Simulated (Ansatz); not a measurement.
# ZrS2 (P-3m1) in Ansatz: relaxation of cell and atoms with HSE06

Aim: the relaxation of cell and atoms of ZrS2 with HSE06.

Program: Ansatz 0.2.0. These are calculated values, not measurements. Logs are shortened: lines on timing, memory, paths and dates and some standing lists are left out, and cuts for length are marked.

## (1) Starting point

The structure is trigonal, space group P-3m1 (No. 164). Conventional cell: a = 3.691 Å, b = 3.691 Å, c = 6.041 Å, α = 90.00°, β = 90.00°, γ = 120.00°. Zr (site symmetry -3m) has 6 S at 2.57 Å as nearest neighbours. Around S (site symmetry 3m) lie 3 Zr at 2.57 Å.

The cell is a database's computed one.

## (2) Relaxation of cell and atoms, HSE06

Input file input:

```
crystal:
  lattice:
    - [3.6913825498, 0.0, 0.0]
    - [-1.8456912749, 3.1968310632, 0.0]
    - [0.0, 0.0, 6.04107701]
  atoms:
    - { symbol: Zr, position: [0.0, 0.0, 0.0] }
    - { symbol: S, position: [0.3333333333, 0.6666666667, 0.23790997] }
    - { symbol: S, position: [0.6666666667, 0.3333333333, 0.76209003] }
hamiltonian:
  xc: hse06
  pseudopotentials: { kind: paw }
kpoints:
  mp_grid: { grid: [6, 6, 4] }
scf:
  occupations: { method: fermi_dirac, width: 0.05 }
output:
  forces: true
  stress: true
  eigenvalues: true
relax:
  f_tol: 0.01
  max_steps: 40
  cell: { stress_tol: 0.05 }
```

Potentials or basis: Ansatz PAW.

Output:

```text
GPUs: using 1 of 1 available (devices: 1).
Engine: ansatz 0.2.0, x86_64-unknown-linux-gnu
Pseudopotentials: kind: paw
Pseudopotential: Zr, paw, valence charge 12, recommended cutoff 420 eV (normal), Zr.paw.azcp
Pseudopotential: S, paw, valence charge 6, recommended cutoff 420 eV (normal), S.paw.azcp
Functional definition: HSE06
  parameter a = 0.25
  parameter omega = 0.11/bohr
  exchange = pbe_x - a*pbe_x_sr(omega) + a*exact_x_sr(omega)
  correlation = pbe_c
device memory: the entry about to start is reckoned to put 0.6 GiB on a device that reports 70.0 GiB free (of which the cap on the GPU budget leaves the run 18.0 GiB)
GPU FFT provider: cuFFT
GPU libraries: cuBLAS 13.8.2, cuFFT 12.4.0, cuSOLVER 12.3.4
Crystal: 3 atoms, lattice volume = 71.289 Å³
Basis set: ecut = 420 eV, 1389 PW (Γ), exchange–correlation on 50×50×90 points (8 copies of the dense FFT grid, shifted against one another)
Bands: 16, of which v1, the nominal top of the filled ones, is band 12 counted from 1 (11 counted from 0)
Symmetry: 12 space group operations
Space group: P-3m1 (ITA 164), of the structure as read, at distance tolerance 4.1e-5 Å
k-points: 24 of 144
Non-local potential: Zr, projectors of the file, l = 0: 3, l = 1: 2, l = 2: 2, l = 3: 2
Non-local potential: S, projectors of the file, l = 0: 2, l = 1: 2, l = 2: 2
PAW form: soft (Blöchl's): semilocal exchange-correlation on the pseudo side does not see the compensation charge
PAW frozen core: Zr, regenerated for the run's functional, and the local potential with it (the file was generated under x = pbe(κ = 0.804, μ = 0.2195149727645171), c = pbe(β = 0.06672455060314922))
PAW frozen core: S, regenerated for the run's functional, and the local potential with it (the file was generated under x = pbe(κ = 0.804, μ = 0.2195149727645171), c = pbe(β = 0.06672455060314922))
PAW one-centre angular grid: Zr, 590 points (default); XC on 64 Gauss nodes
PAW one-centre angular grid: S, 110 points (default); XC on 64 Gauss nodes
Initial density: superposition of atomic densities (neutral atoms: chi_scale 0, normalization atom), corrected by the library's trained network
Initial wavefunctions: pseudopotential atomic-orbital guess
GPU buffer pool allocated for 28125 grid points (all kernels)
GPU transforms: local potential and band sums: pruned to the plane-wave sphere, on 25×25×45
Functional: x = pbe(κ = 0.804, μ = 0.2195149727645171), c = pbe(β = 0.06672455060314922), warm-up for x = pbe(κ = 0.804, μ = 0.2195149727645171) + 0.25 (exact − pbe) at short range (hse, ω = 0.20786987370883472 Å⁻¹), c = pbe(β = 0.06672455060314922); HSE06 as pw.x's `hse` composes it (authors' and Libxc's form: `xc: wpbeh`)
SCF iter   1: F=—  HF=-5992.624929 eV  |F-HF|=—  |Δ(HF+E_count)|=         —  Δρ=1.42e-3  dr2=1.91e-3  ethr=1.77e-3  ⟨swp⟩=5.5  Hψ=1603  notcnv=0
preconditioner: auto → none  [insulator: Δε(μ)=1.066 eV  Ē_g=7.728 eV  σ=0.050 eV  W_gap=1.00  n_scr=22 (ndim 8)  ℏωp=17.6 eV  f_vac=0.029  D(μ)=0.00/eV (n_scr^D=0)]
SCF iter   2: F=—  HF=-5992.625254 eV  |F-HF|=—  |Δ(HF+E_count)|=   3.25e-4  Δρ=8.35e-4  dr2=1.34e-3  ethr=7.95e-6  ⟨swp⟩=4.3  Hψ=1225  notcnv=0  defer=3
SCF iter   3: F=—  HF=-5992.625088 eV  |F-HF|=—  |Δ(HF+E_count)|=   1.66e-4  Δρ=4.59e-4  dr2=1.62e-4  ethr=5.59e-6  ⟨swp⟩=3.6  Hψ=828  notcnv=0  defer=1
iter 4 solved again at ethr=5.96e-8 eV; its pass at ethr=6.74e-7 eV (dr2=1.43e-5 eV) is discarded
SCF iter   4: F=—  HF=-5992.625192 eV  |F-HF|=—  |Δ(HF+E_count)|=   1.04e-4  Δρ=1.99e-4  dr2=1.35e-5  ethr=5.96e-8  ⟨swp⟩=2.6  Hψ=1462  notcnv=0
SCF iter   5: F=—  HF=-5992.625242 eV  |F-HF|=—  |Δ(HF+E_count)|=   4.99e-5  Δρ=3.00e-5  dr2=3.46e-7  ethr=5.62e-8  ⟨swp⟩=3.0  Hψ=827  notcnv=0
SCF iter   6: F=—  HF=-5992.625243 eV  |F-HF|=—  |Δ(HF+E_count)|=   1.32e-6  Δρ=4.64e-6  dr2=1.11e-8  ethr=1.44e-9  ⟨swp⟩=3.1  Hψ=867  notcnv=0
SCF iter   7: F=—  HF=-5992.625243 eV  |F-HF|=—  |Δ(HF+E_count)|=   3.51e-8  Δρ=9.22e-7  dr2=5.53e-10  ethr=4.63e-11  ⟨swp⟩=3.2  Hψ=937  notcnv=0
SCF iter   8: F=—  HF=-5992.625243 eV  |F-HF|=—  |Δ(HF+E_count)|=  5.45e-10  Δρ=3.74e-7  dr2=1.51e-10  ethr=2.30e-12  ⟨swp⟩=3.9  Hψ=896  notcnv=0
SCF iter   9: F=-5992.625243 eV  HF=-5992.625243 eV  |F-HF|=1.82e-12  |Δ(HF+E_count)|=  9.09e-12  Δρ=6.99e-8  dr2=5.14e-12  ethr=1.00e-12  ⟨swp⟩=3.3  Hψ=736  notcnv=0
SCF 1 converged in 9 iterations: F = -5992.625243 eV  dr2 = 5.14e-12
device memory: the entry about to start is reckoned to put 1.2 GiB on a device that reports 70.0 GiB free (of which the cap on the GPU budget leaves the run 18.0 GiB)
GPU FFT provider: cuFFT
GPU libraries: cuBLAS 13.8.2, cuFFT 12.4.0, cuSOLVER 12.3.4
Initial density: handed on by an earlier stage of this run
Initial wavefunctions: those handed on with the density
GPU buffer pool allocated for 28125 grid points (all kernels)
GPU transforms: local potential and band sums: pruned to the plane-wave sphere, on 25×25×45
Functional: x = pbe(κ = 0.804, μ = 0.2195149727645171) + 0.25 (exact − pbe) at short range (hse, ω = 0.20786987370883472 Å⁻¹), c = pbe(β = 0.06672455060314922); HSE06 as pw.x's `hse` composes it (authors' and Libxc's form: `xc: wpbeh`)
[... 60 lines left out ...]
SCF iter   3: F=—  HF=-5996.079216 eV  |F-HF|=—  |Δ(HF+E_count)|=   9.43e-3  Δρ=9.07e-4  dr2=3.01e-2  ethr=4.19e-6  ⟨swp⟩=2.9  Hψ=1696  notcnv=0
SCF iter   4: F=—  HF=-5996.317690 eV  |F-HF|=—  |Δ(HF+E_count)|=   2.38e-1  Δρ=4.74e-3  dr2=6.47e-2  ethr=4.19e-6  ⟨swp⟩=5.1  Hψ=1573  notcnv=0
SCF iter   5: F=—  HF=-5996.298972 eV  |F-HF|=—  |Δ(HF+E_count)|=   1.87e-2  Δρ=1.03e-3  dr2=2.58e-3  ethr=4.19e-6  ⟨swp⟩=4.4  Hψ=1319  notcnv=0
[... 317 lines left out ...]
  Residual-converged pass: ⟨swp⟩=5.0  Hψ=1319  notcnv=0  max |occ|·‖R‖ = 9.8e-9 eV (tolerance 1.0e-8 eV)  dr2=1.07e-11  dr2_onsite=5.81e-13  max |Δocc| = 4.9e-19
hybrid outer 1: dexx = +2.534e-6 eV, tail = 3.17e-8 eV
GPU FFT provider: cuFFT
GPU libraries: cuBLAS 13.8.2, cuFFT 12.4.0, cuSOLVER 12.3.4
GPU buffer pool allocated for 28125 grid points (all kernels)
GPU transforms: local potential and band sums: pruned to the plane-wave sphere, on 25×25×45
Exchange kernel: α = 0.2500, screened, ω = 0.2079 Å⁻¹, Wigner–Seitz truncation, v(0) = 1046.4401 eV·Å³, q-mesh 6×6×4, nearest image of the exchange supercell L = 22.08 Å, pair-density grid 18×18×30, without the augmentation charges, whose exchange is taken in its separable form by FFT convolution over the k-point mesh (sized by the pseudopotential files, 24×24×45 at the most), smooth part of the exact exchange by density-matrix convolution in up to 4.28 GiB of GPU memory as planned if the GPU has room (build and FFT work areas not counted)
Frozen-core exchange: fock
SCF iter   1: F=—  HF=-5996.309850 eV  |F-HF|=—  |Δ(HF+E_count)|=         —  Δρ=1.89e-6  dr2=6.87e-10  ethr=6.61e-10  ⟨swp⟩=11.3  Hψ=1370  notcnv=0
preconditioner: auto → none  [insulator: Δε(μ)=1.980 eV  Ē_g=9.260 eV  σ=0.050 eV  W_gap=1.00  n_scr=22 (ndim 8)  ℏωp=17.0 eV  f_vac=0.120  D(μ)=0.00/eV (n_scr^D=0)]
SCF iter   2: F=—  HF=-5996.309850 eV  |F-HF|=—  |Δ(HF+E_count)|=   1.20e-9  Δρ=5.75e-7  dr2=5.90e-11  ethr=2.78e-12  ⟨swp⟩=3.0  Hψ=831  notcnv=0
SCF iter   3: F=-5996.309850 eV  HF=-5996.309850 eV  |F-HF|=4.18e-11  |Δ(HF+E_count)|=   1.22e-9  Δρ=1.10e-7  dr2=1.86e-11  ethr=1.00e-12  ⟨swp⟩=2.0  Hψ=672  notcnv=0
SCF 24 converged in 3 iterations: F = -5996.309850 eV  dr2 = 1.86e-11
  Residual-converged pass: ⟨swp⟩=4.8  Hψ=1283  notcnv=0  max |occ|·‖R‖ = 1.0e-8 eV (tolerance 1.0e-8 eV)  dr2=1.95e-11  dr2_onsite=2.33e-13  max |Δocc| = 4.2e-20
hybrid outer 2: dexx = +3.449e-10 eV, tail = 4.67e-11 eV, Δε = 6.46e-5 eV (about 2.37e-6 eV left of the loop's levels), ΔF = 9.88e-5 eV/Å (tail 3.95e-4)
relax step   8: F+E_penalty+E_count = -5996.30984982 eV  Δ(F+E_penalty+E_count) = -1.028e-3 eV  max|allowed force component| = 1.556e-3 eV/Å  Δτ_max = 0.0000 Å  P = +0.024 GPa  Ω = 76.603 Å³  stress off target by 4.68e-2 GPa  SCF on the basis re-selected at this cell (its energy is not comparable with the rows above)  (9 SCF iters)
basis re-selected at this cell: Δ(F+E_penalty+E_count) = -1.028e-3 eV, ΔP = +0.013 GPa vs the last step (what re-selecting the basis moved, of the pressure what is left beyond the Pulay correction that the steps carried, after the strain that the cell walked since its last selection, with what the two solves' SCF thresholds leave and, on support functions, any second-order correction that the steps lacked; it is no measure of the basis error at this ecutwfc). This SCF's stress stands 4.68e-2 GPa from its target on what of the cell is left free (relax.cell.stress_tol is 5.00e-2 GPa) and its largest allowed force component is 1.56e-3 eV/Å (relax.f_tol is 1.00e-2 eV/Å): within both
hybrid SCF converged: 2 outer / 9 inner (+0 warm-up), last move |dexx| = 3.45e-10 eV, tail = 4.67e-11 eV
Stability not checked: this state was not tested for a lower state beside it, because the functional holds exact exchange (a hybrid, or Hartree-Fock), whose exchange loop this test does not read (fock_operator; see scf.lower_state_search)
Free energy (F): -5996.309850 eV
Frozen-core exchange: fock
Harris-Foulkes:  -5996.309850 eV  (|F-HF|=4.18e-11)
Internal energy: -5996.309850 eV  (E = F + TS)
E sigma→0 (E₀):  -5996.309850 eV
Fermi energy:    5.882337 eV
--- Per-component energies (eV) ---
  E_band       = -240.104254
  E_kinetic    = 545.272777
  E_local      = -1611.056449  (includes V_loc(G=0)·N_el)
  E_nonlocal   = 132.863841
  E_hartree    = 591.799263
  E_xc         = -286.403451
  E_vxc        = -293.352179  (∫ρ·V_xc dr)
  E_exx        = -54.103422  (= α·E_x^exact, valence–valence)
  E_paw        = -4173.007145  (= ΣΔE_a)
  E_vpaw       = -89.223943  (= ΣTr[D̂ρ^β])
  E_aug_tail   = 0.000026  (compensation charges beyond the density's cutoff)
  E_ewald      = -1141.094493
  E_core_change = -0.580796  (= ΣΔE_core)
  E_smearing   = -0.000000  (= −TS)
  E_closure    = -0.000000  (closes the sum)
  Σ components = -5996.309850   (vs F -5996.309850, Δ=0.00e0)
--- Forces (eV/Å), atoms counted from 1 ---
  atom   1  Zr     0.00000000     0.00000000     0.00000000
  atom   2  S      0.00000000    -0.00000000     0.00155579
  atom   3  S      0.00000000     0.00000000    -0.00155579
  max |Σ_I F_I| component: 3.70e-17 eV/Å
--- Stress (GPa, compression-positive) ---
        0.012889       0.000000       0.000000
        0.000000       0.012889       0.000000
        0.000000       0.000000       0.046828
  P = ⅓ Tr σ = 0.0242 GPa (0.242 kbar)
--- Band table (eV; the first three rows and the last of 24) ---
  k-point 0: bands = ["-47.3534", "-24.0304", "-23.8525", "-23.8525", "-8.8960", "-7.4567", "0.5445", "1.8994", "1.8994", "4.5619", "4.8855", "4.8855", "7.4827", "7.4827", "8.4558", "11.1850"]
  k-point 1: bands = ["-47.3534", "-24.0304", "-23.8525", "-23.8525", "-8.8597", "-7.5169", "0.7803", "1.9043", "1.9043", "4.0746", "4.8679", "4.8679", "7.4777", "7.4777", "8.6431", "11.2492"]
  k-point 2: bands = ["-47.3534", "-24.0304", "-23.8525", "-23.8525", "-8.8203", "-7.5799", "1.0754", "1.9091", "1.9091", "3.5701", "4.8504", "4.8504", "7.4727", "7.4727", "8.7735", "11.3154"]
  k-point 23: bands = ["-47.3294", "-24.0632", "-24.0632", "-23.9565", "-7.5481", "-7.5481", "1.2793", "1.2793", "1.5070", "2.9810", "2.9810", "3.0514", "8.2713", "9.0557", "9.0557", "11.4493"]
--- Relaxed structure (7 steps of the walk, 7 accepted, 1 SCFs on fresh bases) ---
  F+E_penalty+E_count = -5996.30984982 eV   max|allowed force component| = 1.556e-3 eV/Å   (the final SCF, on the basis selected at the relaxed cell)
  cell:  # Å, volume = 76.6034 Å³
    - [3.6796515576975413, 0.0, 0.0]
    - [-1.8398257788487706, 3.1866717260410518, -3.8012441636924724e-32]
    - [0.0, -7.183241238792537e-32, 6.532874062068261]
  atoms:
    - { symbol: Zr, position: [-7.36498326761957e-34, -3.242350865480788e-35, 0.0] }
    - { symbol: S, position: [0.33333333333333337, 0.6666666666666667, 0.21912786129495615] }
    - { symbol: S, position: [0.6666666666666666, 0.33333333333333337, 0.7808721387050437] }
```

Wall time 3.7 min (1 × NVIDIA H100 80GB HBM3 with 2 threads of AMD EPYC 7R13 (Zen 3), shared host); peak memory 2.9 GiB.

Results:

```
Free energy                            : -5996.3098 eV
Relaxed volume                         : 25.53 Å³/atom
Relaxed cell                           : a = 3.680 Å, b = 3.680 Å, c = 6.533 Å, α = 90.00°, β = 90.00°, γ = 120.00°
Space group after relaxing (to 0.05 Å) : P-3m1 (No. 164)
Energy gained by relaxing              : 4.8 meV/atom
Ionic steps                            : 8
Pressure after relaxing                : 0.0 GPa
Band gap on the k mesh                 : 1.98 eV, indirect (least direct gap 2.60 eV)
```

Step by step:
| step | energy change (eV) | largest force (eV/Å) | volume (Å³) |
| --- | --- | --- | --- |
| 1 | 0.0000 | 0.1723 | 71.29 |
| 2 | -0.0030 | 0.2629 | 72.61 |
| 3 | -0.0100 | 0.0354 | 72.86 |
| 4 | -0.0121 | 0.0152 | 73.95 |
| 5 | -0.0133 | 0.0082 | 75.45 |
| 6 | -0.0135 | 0.0044 | 76.32 |
| 7 | -0.0135 | 0.0021 | 76.60 |
| 8 | -0.0145 | 0.0016 | 76.60 |

Final structure:
```yaml
crystal:
  lattice:
    - [3.67965, 0.00000, 0.00000]
    - [-1.83983, 3.18667, 0.00000]
    - [0.00000, 0.00000, 6.53287]
  atoms:
    - { symbol: Zr, position: [0.00000, 0.00000, 0.00000] }
    - { symbol: S, position: [0.33333, 0.66667, 0.21913] }
    - { symbol: S, position: [0.66667, 0.33333, 0.78087] }
```

Caveat: the plane-wave basis is chosen anew once the cell has moved, so the energies of steps on either side of that aren't comparable; this functional lacks dispersion, which binds the layers, so the pressure and a relaxed spacing across them are unreliable; the PAW data sets come from PBE, with cores solved anew for the run's functional, which leaves a small shift of forces and pressure.
